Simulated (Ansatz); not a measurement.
Nb:

```xyz
1
Lattice="0.0000 2.1150 2.1150 2.1150 0.0000 2.1150 2.1150 2.1150 0.0000" Properties=species:S:1:pos:R:3 pbc="T T T"
Nb    0.0000    0.0000    0.0000
```

This isn't the form of Nb at room conditions, which is bcc.

* Program: Ansatz 0.2.0
* Task: relaxation of cell and atoms
* Functional: PBEsol
* Potentials or basis: Ansatz PAW
* Cutoff: 420 eV (not typed: the program's choice for these potentials)
* k mesh: 11 × 11 × 11
* Occupations: fermi-dirac, width 0.05 eV
* Spin: no spin polarisation

At the start: volume 18.92 Å³/atom.

**Question.** Where does the relaxation end?

**Answer.** It ends after 5 steps and the volume is 18.08 Å³/atom (-4.4 %); space group Fm-3m (No. 225, to 0.05 Å).

Step by step:
| step | energy change (eV) | largest force (eV/Å) | volume (Å³) |
| --- | --- | --- | --- |
| 1 | 0.0000 | 0.0000 | 18.92 |
| 2 | -0.0199 | 0.0000 | 18.18 |
| 3 | -0.0202 | 0.0000 | 18.07 |
| 4 | -0.0202 | 0.0000 | 18.08 |
| 5 | -0.0201 | 0.0000 | 18.08 |

Final structure:
```xyz
1
Lattice="0.0000 2.0832 2.0832 2.0832 0.0000 2.0832 2.0832 2.0832 0.0000" Properties=species:S:1:pos:R:3 pbc="T T T"
Nb    0.0000    0.0000    0.0000
```

Caveat: the plane-wave basis is chosen anew once the cell has moved, so the energies of steps on either side of that aren't comparable; the PAW data sets come from PBE, with cores solved anew for the run's functional, which leaves a small shift of forces and pressure.
